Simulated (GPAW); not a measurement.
Runs of GPAW 26.7.0 on WC. Symmetry: Fm-3m, No. 225, cubic system. The conventional cell has a = 4.385 Å, b = 4.385 Å, c = 4.385 Å, α = 90.00°, β = 90.00°, γ = 90.00°. Around W (site symmetry m-3m) lie 6 C at 2.19 Å. C (site symmetry m-3m) has 6 W at 2.19 Å as nearest neighbours. Measurements of this composition are mostly on another form, of space group No. 187.

```tsv
task	level	potentials or basis	U	cell	k mesh	cutoff (eV)	maxiter	band path	band points	convergence	kernel	other keys	gap on the mesh (eV)	pressure (GPa)	V0 of scaled cells (Å³/atom)	B0 (GPa)
equation of state	LDA	the program's PAW data sets (release 1.2.1) made for this functional, pw	-	as given	10 × 10 × 10	800	150	-	-	-	-	-	-	-	10.05	407
band structure	PBEsol	PAW data sets generated in the run's folder for this functional, pw	-	as given	10 × 10 × 10	800	150	GXWKGLUWLK,UX	100	-	-	-	-	-10.8	-	-
single point	PBE	GPAW PAW data sets (gpaw-data 1.2.1), pw	-	as given	8 × 8 × 8	650	120	-	-	default	-	-	none	(a)	-	-
band structure	LDA	the program's PAW data sets (release 1.2.1) made for this functional, pw	-	as given	10 × 10 × 10	800	150	GXWKGLUWLK,UX	100	-	-	-	-	-17.9	-	-
single point	PBEsol	PAW data sets generated in the run's folder for this functional, pw	-	atoms moved at random, drawn with an rms of 0.05 Å	10 × 10 × 10	800	150	-	-	-	-	-	none	-8.9	-	-
energy-loss spectrum	LDA+U	the program's PAW data sets (release 1.2.1) made for this functional, other valence, pw	W d U = 6.2 eV	as given	8 × 8 × 8	550	50	-	-	-	ALDA	several, not listed	none	-	-	-
equation of state	PBEsol	PAW data sets generated in the run's folder for this functional, pw	-	as given	10 × 10 × 10	800	150	-	-	-	-	-	-	-	10.24	(b)
single point	PBEsol	PAW data sets generated in the run's folder for this functional, pw	-	as given	10 × 10 × 10	800	150	-	-	-	-	-	none	-10.8	-	-
```

Alike in all rows: no spin polarisation; smearing fermi-dirac 0.05 eV.

Problem. Estimate the missing entries.

Solution. (a) -1.2; (b) 391.

Caveats: spin-orbit coupling is left out, which moves the levels of the heavy elements (some runs); the cutoff is short for stress and forces, so pressures can be off by a GPa or more (some runs); the highest transitions drop out of the frequency grid (some runs); response on these states lacks terms of the Hamiltonian (some runs); U without spin polarisation on a metal has little footing (some runs); the U is typed as a test and isn't derived for this compound (some runs).

A k mesh can miss the band edges, and the runs leave out spin-orbit coupling on W.

A gap of «none» marks a metal or a gap under the smearing width.

The runs don't all hold the same shells in valence.
